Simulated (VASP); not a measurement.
Crystal: Si.

```xyz
4
Lattice="3.8313 0.0000 0.0000 -1.9157 3.3180 0.0000 0.0000 0.0000 6.3326" Properties=species:S:1:pos:R:3 pbc="T T T"
Si    1.9157    1.1060    5.9336
Si    0.0000    2.2120    2.7673
Si    1.9157    1.1060    3.5653
Si    0.0000    2.2120    0.3990
```

This isn't the form of Si at room conditions, which is diamond.

```yaml
Program: VASP 6.6.1
Task: single point
Functional: PBE
Potentials_or_basis: VASP PAW PBE potentials, release 64 (Si)
Cutoff: 900 eV
k_mesh: 8 × 8 × 5
Occupations: gaussian, width 0.02 eV
Spin: no spin polarisation
```

On this cell: pressure 1.4 GPa; largest force 0.007 eV/Å; band gap on the k mesh 0.42 eV, indirect (least direct gap 1.03 eV).

The same run follows on a disturbed copy (grid = ENCUT=900 k=8x8x5 ISMEAR=0 SIGMA=0.02 PREC=Accurate EDIFF=1e-08 LREAL=False ADDGRID=False LASPH=True; atoms moved at random, drawn with an rms of 0.1 Å):

```
Si
1.0
     3.83132    0.00000    0.00000
    -1.91566    3.31802    0.00000
     0.00000    0.00000    6.33262
Si
4
Direct
  0.66551 0.32270 0.93803
  0.35471 0.68319 0.42939
  0.65995 0.32513 0.56569
  0.31398 0.64477 0.06177
```

Problem. What changes?

Solution. The energy moves by +27.6 meV/atom; pressure 1.6 GPa; largest force 1.361 eV/Å; band gap on the k mesh 0.10 eV, indirect (least direct gap 0.76 eV).

Forces in eV/Å, atoms in the order of the input:
```
Si  -0.686 -0.498 -0.114
Si  -0.599 -1.024  0.667
Si   0.580  0.970 -0.419
Si   0.706  0.553 -0.135
```

Stress tensor (GPa, compression positive):
```
0.63 0.08 1.35
0.08 1.66 1.68
1.35 1.68 2.40
```

Caveats: an odd mesh through Γ misses points on the zone boundary, where band edges often lie.
